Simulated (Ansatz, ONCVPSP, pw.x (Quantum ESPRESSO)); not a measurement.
**pw.x on bcc N: one setting changed**

Potential: optimised norm-conserving Vanderbilt (ONCV), ONCVPSP 4.0.1, PBE; core [He], reference 2s2 2p2; waves: 2s: rc 0.90 bohr, ncon 3, nbas 6, qcut 8.1 1/bohr, local; 2p: rc 2.45 bohr, ncon 4, nbas 8, qcut 4.6 1/bohr, 2 projectors, debl 2 Ha; local part: the s channel; core correction: Teter function, fcfact 2.75, rcfact 1.65.

The reference run (k-mesh 18³, cutoffs 135/540 Ry, Fermi–Dirac 0.01 Ry, mixing_beta 0.4, conv_thr 1e-9, no spin) gives 0.22 GPa at 7.247 Å³/atom, where all-electron LAPW gives -0.09 GPa. This run, with its own iteration cap, changes ecutrho/ecutwfc to 3.

```
&control
  calculation='scf', prefix='x', pseudo_dir='./', outdir='./tmp', tstress=.true., disk_io='none'
/
&system
  ibrav=0, nat=1, ntyp=1, ecutwfc=135, ecutrho=405, nbnd=9,
  occupations='smearing', smearing='fd', degauss=0.01
/
&electrons
  conv_thr=1e-09, mixing_beta=0.4, electron_maxstep=50
/
ATOMIC_SPECIES
N 1.0 N.UPF
CELL_PARAMETERS angstrom
  -1.21908154 1.21908154 1.21908154
  1.21908154 -1.21908154 1.21908154
  1.21908154 1.21908154 -1.21908154
ATOMIC_POSITIONS crystal
N 0.0000 0.0000 0.0000
K_POINTS automatic
18 18 18 0 0 0
```

```bash
pw.x < N.scf.in > N.scf.out
```

Question: How does the run end?

Answer: It converges in 7 iterations; the free energy moves by +0.0 meV/atom and the pressure by +0.00 GPa. Below 4 the density is truncated and F is no longer variational, so a small shift in one case is no licence.

```
Message from routine set_cutoff:
     ecutrho < 4*ecutwfc, are you sure?
     Message from routine setup:
     using ibrav=0 with symmetry is DISCOURAGED, use correct ibrav instead
     lattice parameter (alat)  =       3.9902  a.u.
     unit-cell volume          =      48.9052 (a.u.)^3
     number of electrons       =         5.00
     number of Kohn-Sham states=            9
     kinetic-energy cutoff     =     135.0000  Ry
     charge density cutoff     =     405.0000  Ry
     scf convergence threshold =      1.0E-09
     Exchange-correlation= PBE
     number of k points=   195  Fermi-Dirac smearing, width (Ry)=  0.0100
     iteration #  1     ecut=   135.00 Ry     beta= 0.40
     total energy              =     -19.54201598 Ry
     estimated scf accuracy    <       0.09919592 Ry
     iteration #  2     ecut=   135.00 Ry     beta= 0.40
     total energy              =     -19.53222839 Ry
     estimated scf accuracy    <       0.02337302 Ry
     iteration #  3     ecut=   135.00 Ry     beta= 0.40
     total energy              =     -19.53469843 Ry
     estimated scf accuracy    <       0.00000820 Ry
     iteration #  4     ecut=   135.00 Ry     beta= 0.40
     total energy              =     -19.53470958 Ry
     estimated scf accuracy    <       0.00000647 Ry
     iteration #  5     ecut=   135.00 Ry     beta= 0.40
     total energy              =     -19.53471049 Ry
     estimated scf accuracy    <       0.00000037 Ry
     iteration #  6     ecut=   135.00 Ry     beta= 0.40
     total energy              =     -19.53471053 Ry
     estimated scf accuracy    <          2.2E-09 Ry
     iteration #  7     ecut=   135.00 Ry     beta= 0.40
     the Fermi energy is     8.7450 ev
!    total energy              =     -19.53471054 Ry
     estimated scf accuracy    <          1.0E-10 Ry
     smearing contrib. (-TS)   =      -0.00265001 Ry
     The total energy is F=E-TS. E is the sum of the following terms:
     one-electron contribution =       4.15632450 Ry
     hartree contribution      =       1.20359726 Ry
     xc contribution           =      -5.14556517 Ry
     ewald contribution        =     -19.74641711 Ry
     convergence has been achieved in   7 iterations
          total   stress  (Ry/bohr**3)                   (kbar)     P=        2.23
     Message from routine punch:
     Nothing written, as per user request (disk_io='none')
```

The run took about 17 s on one core of a shared host (Intel(R) Xeon(R) Processor @ 2.60GHz, 24 threads, 32 GiB, load 20).
